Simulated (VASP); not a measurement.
Wanted: the native input for a VASP 6.6.1 run.

- Task: single point
- Functional: r2SCAN
- Potentials or basis: VASP PAW PBE potentials, release 64 (Ca_sv, S)
- Cutoff: 520 eV
- k mesh: 6 × 6 × 6
- Occupations: methfessel-paxton, width 0.2 eV
- Spin: no spin polarisation
- Dipole correction: no
- Further INCAR settings: ALGO = Normal; EDIFF = 1e-06; NBANDS = 15

Crystal: CaS.

```
CELL_PARAMETERS angstrom
0.00000 2.84795 2.84795
2.84795 0.00000 2.84795
2.84795 2.84795 0.00000
ATOMIC_POSITIONS crystal
Ca 0.00000 0.00000 0.00000
S 0.50000 0.50000 0.50000
```

The cell was built by a generator and needn't be a form met in nature.

The input as run:

POSCAR

```
CaS
1.0
    0.0000000000      2.8479451031      2.8479451031
    2.8479451031      0.0000000000      2.8479451031
    2.8479451031      2.8479451031      0.0000000000
Ca S
1 1
Direct
    0.0000000000      0.0000000000      0.0000000000
    0.5000000000      0.5000000000      0.5000000000
```

INCAR.step1

```
PREC = Accurate
ENCUT = 520
ISMEAR = 1
SIGMA = 0.2
LREAL = F
LASPH = T
NELM = 80
NBANDS = 15
GGA = PE
ALGO = Normal
EDIFF = 1E-4
LWAVE = T
LCHARG = F
```

INCAR.step2

```
PREC = Accurate
ENCUT = 520
EDIFF = 1E-6
ISMEAR = 1
SIGMA = 0.2
LREAL = F
LASPH = T
NELM = 80
ALGO = Normal
ISIF = 2
LWAVE = F
LCHARG = T
METAGGA = R2SCAN
LMIXTAU = T
LELF = T
LVHAR = T
NBANDS = 15
ISTART = 1
```

KPOINTS

```
regular mesh
0
Gamma
  6 6 6
```

Potentials or basis: VASP PAW PBE potentials, release 64 (Ca_sv, S).

Launch:

```sh
$ cat potpaw_PBE.64/Ca_sv/POTCAR potpaw_PBE.64/S/POTCAR > POTCAR
$ cp INCAR.step1 INCAR
$ mpirun -np 1 vasp_std > vasp.out
$ cp INCAR.step2 INCAR
$ mpirun -np 1 vasp_std > vasp.out
```

Results of the run:

```json
{"Pressure": "0.3 GPa", "Band gap on the k mesh": "2.80 eV, indirect (least direct gap 3.63 eV)"}
```

Caveat: the PAW data sets were made with another functional, which shifts forces and pressure a little.

Wall time 42 s on 1 thread of Intel(R) Xeon(R) Platinum 8559C (Emerald Rapids), with other jobs on the host, peak memory 0.17 GiB.
